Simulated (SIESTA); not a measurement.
Write an ASE script for SIESTA 5.4.2 that does the following.

```
Task                : single point
Functional          : PBE
Potentials or basis : PseudoDojo 0.4 standard (PBE files)
Basis               : DZP (energy shift 0.003 Ry; two zetas on semicore shells)
Grid cutoff         : 800 Ry
Energy shift        : 0.003 Ry
k mesh              : 8 × 8 × 8
Occupations         : fermi-dirac, width 0.05 eV
Spin                : no spin polarisation
```

The structure of CdSe lies in CdSe.cif:

```cif
data_CdSe
_cell_length_a 4.38565431
_cell_length_b 4.38565431
_cell_length_c 4.34201917
_cell_angle_alpha 60.32858516
_cell_angle_beta 60.32858516
_cell_angle_gamma 59.34282967
_space_group_name_H-M_alt 'P1'
_space_group_name_Hall 'P 1'
_space_group_IT_number 1
loop_
_space_group_symop_operation_xyz
'x,y,z'
loop_
_atom_site_label
_atom_site_type_symbol
_atom_site_symmetry_multiplicity
_atom_site_Wyckoff_symbol
_atom_site_fract_x
_atom_site_fract_y
_atom_site_fract_z
_atom_site_occupancy
Cd1 Cd 1 a 0.0000000000 0.0000000000 0.0000000000 1
Se1 Se 1 a 0.2500000000 0.2500000000 0.2500000000 1
```

Measurements of this composition are mostly on another form, of space group No. 186.

The cell isn't the ideal one: cell strained along z.

These files were run (other wordings do the same):

run.py

```python
from ase.io import read
from ase.calculators.siesta import Siesta
from ase.units import Ry, GPa

atoms = read("CdSe.cif")

fdf = {
    'SCFMustConverge': False,
    'OccupationFunction': 'FD',
    'ElectronicTemperature': '0.05 eV',
    'MaxSCFIterations': '120',
    'SCF.Mixer.Method': 'Pulay',
    'SCF.Mixer.Weight': '0.25',
    'SCF.Mixer.History': '8',
    'SCF.DM.Tolerance': '5.0e-05',
    'SCF.H.Tolerance': '1.0e-03 eV',
    'WriteForces': 'true',
    'Charge.Mulliken': 'end',
    'PAO.Basis': ['Cd.1 5', 'n=4 0 2', '  2.625 0.000', 'n=5 0 2', '  7.565 0.000', 'n=4 1 2', '  2.973 0.000', 'n=5 1 1', '  7.565', 'n=4 2 2', '  4.575 0.000', 'Se.2 4', 'n=4 0 2', '  5.139 0.000', 'n=4 1 2', '  6.735 0.000', 'n=3 2 2', '  2.657 0.000', 'n=4 2 1', '  6.735'],
}
calc = Siesta(
    label="CdSe",
    command="siesta < PREFIX.fdf > PREFIX.out",
    pseudo_path="pseudos",
    pseudo_qualifier="",
    xc=('GGA', 'PBE'),
    basis_set="DZP",
    mesh_cutoff=800 * Ry,
    energy_shift=0.003 * Ry,
    kpts=[8, 8, 8],
    spin="non-polarized",
    fdf_arguments=fdf,
)
atoms.calc = calc

print(f"energy = {atoms.get_potential_energy():.6f} eV")
free = atoms.get_potential_energy(force_consistent=True)
print(f"free energy = {free:.6f} eV")
print("forces (eV/A):")
print(atoms.get_forces(apply_constraint=False).round(6))
print("stress (GPa, Voigt order, tension positive):", (atoms.get_stress() / GPa).round(4))
```

Potentials or basis: PseudoDojo 0.4 standard (PBE files), DZP (energy shift 0.003 Ry; two zetas on semicore shells).

Run with:

```bash
$ python run.py
```

Results of the run:

| Quantity | Value |
| --- | --- |
| Pressure | 0.4 GPa |
| Band gap on the k mesh | 0.71 eV, direct |

Caveat: the basis of atomic orbitals isn't converged, which shifts pressures, moduli and gaps.

Wall time 38 s on 1 thread of Intel(R) Xeon(R) Platinum 8375C CPU @ 2.90GHz (Ice Lake), with other jobs on the host, peak memory 0.28 GiB.
